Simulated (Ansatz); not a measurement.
**CdS: what symmetry allows forces and stress to be**

```xyz
2
Lattice="-0.2328 3.0530 3.0530 2.8202 0.0000 2.8202 2.8202 2.8202 0.0000" Properties=species:S:1:pos:R:3 pbc="T T T"
Cd   -0.0629    0.0629    0.0629
S     4.1186    4.3420    4.3420
```

Computed with Ansatz 0.2.0, DFT PBEsol, scalar-relativistic, plane waves, PAW.

Plane waves to 420 eV, a k mesh through Γ of 8×8×8 on the computed 2-atom cell and Gaussian smearing (0.02 eV); no spin polarisation.

This distorted cell has space group R3m, with 6 operations.

Task: Without a calculation: in which directions can each atom feel a force?

Result: A force must be left unchanged by every operation that keeps its atom in place, so it lies in the space that those operations leave fixed. Atoms that the group maps onto each other feel forces of one size.
| atom | site symmetry | operations at the site | equivalent to atom | allowed force (Cartesian) |
| --- | --- | --- | --- | --- |
| Cd1 | 3m | 6 | 1 | along (-0.58, 0.58, 0.58) |
| S2 | 3m | 6 | 2 | along (-0.58, 0.58, 0.58) |

That leaves 2 independent force components of 6, tied by 1 condition that the forces sum to zero, so 1 remains. A relaxation in this cell that keeps the symmetry moves the atoms in these directions alone.

Task: And the stress tensor?

Result: It must be invariant under the point group, which leaves 2 independent components: xx = yy, xx = zz, yy = zz, xz = xy. Further linear relations between components hold in this frame.

Task: Do the computed values obey this?

Result: Yes. Forces (eV/Å):
```
Cd1  0.174 -0.174 -0.174
S2  -0.174  0.174  0.174
```

Stress (GPa, compression positive, xx yy zz yz xz xy): -1.97 -1.97 -1.97 -1.84 1.84 1.84. The program imposes the same operations on density, forces and stress, so this confirms the analysis and is no independent test of the calculation.

This zinc-blende form isn't the usual stable structure of the compound.